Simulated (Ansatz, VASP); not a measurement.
## One calculation of Ba, two programs

```
Ba
1.0
     7.55575    0.00000    0.00000
    -3.77788    6.54347    0.00000
     0.00000    0.00000    4.22215
Ba
2
Cartesian
  0.0000 4.3623 2.1111
  3.7779 2.1812 2.1111
```

Change from the starting cell: strain +0.080 along x and y, +0.080 along z, atoms carried along.

Alike in both runs: task single point; functional PBE; k mesh 9 × 9 × 12; occupations gaussian, width 0.15 eV; no spin polarisation.

|  | VASP | Ansatz |
| --- | --- | --- |
| version | VASP 6.6.1 | Ansatz 0.2.0 |
| potentials or method | VASP PAW PBE potentials, release 64 (Ba_sv) | scalar-relativistic, plane waves, PAW |
| plane-wave cutoff (eV) | 520 | 420 |
| valence electrons in the cell | 20 | 20 |

VASP gave:

```
gap on the k mesh at the Fermi level (eV)       : none
pressure (GPa)                                  : -0.3
largest component of the traceless stress (GPa) : 0.28
```

Which values does Ansatz return?

gap on the k mesh at the Fermi level (eV): none; pressure (GPa): -0.3; largest component of the traceless stress (GPa): 0.29.

A gap of «none» marks a metal or a gap that the smearing closes.

Spin-orbit coupling is left out, which matters for the levels of Ba.
